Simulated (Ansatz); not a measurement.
Al2Au in Ansatz: the effect of functional

The system is Al2Au.

```xyz
3
Lattice="0.0000 2.9388 2.9388 2.9388 0.0000 2.9388 2.9388 2.9388 0.0000" Properties=species:S:1:pos:R:3 pbc="T T T"
Au    0.0000    0.0000    0.0000
Al    4.4081    4.4081    4.4081
Al    1.4694    1.4694    1.4694
```

The cell isn't the ideal one: volume scaled by 0.94.

Alike in all runs:

| Quantity | Value |
| --- | --- |
| Program | Ansatz 0.2.0 |
| Task | single point |
| Potentials or basis | Ansatz PAW |
| k mesh | 8 × 8 × 8 |
| Occupations | fermi-dirac, width 0.05 eV |
| Spin | no spin polarisation |

```tsv
functional	cutoff	pressure (GPa)
LDA	420 eV (not typed: the program's choice for these potentials)	5.1
PBEsol	420 eV (not typed: the program's choice for these potentials)	8.3
r2SCAN	500 eV (not typed: the program's choice for these potentials)	?
```

**Question.** What does the run with functional r2SCAN give?

**Answer.** Pressure 9.1 GPa.

Caveats: the PAW data sets come from PBE, with cores solved anew for the run's functional, which leaves a small shift of forces and pressure.

Runs at the PBE level aren't shown here.
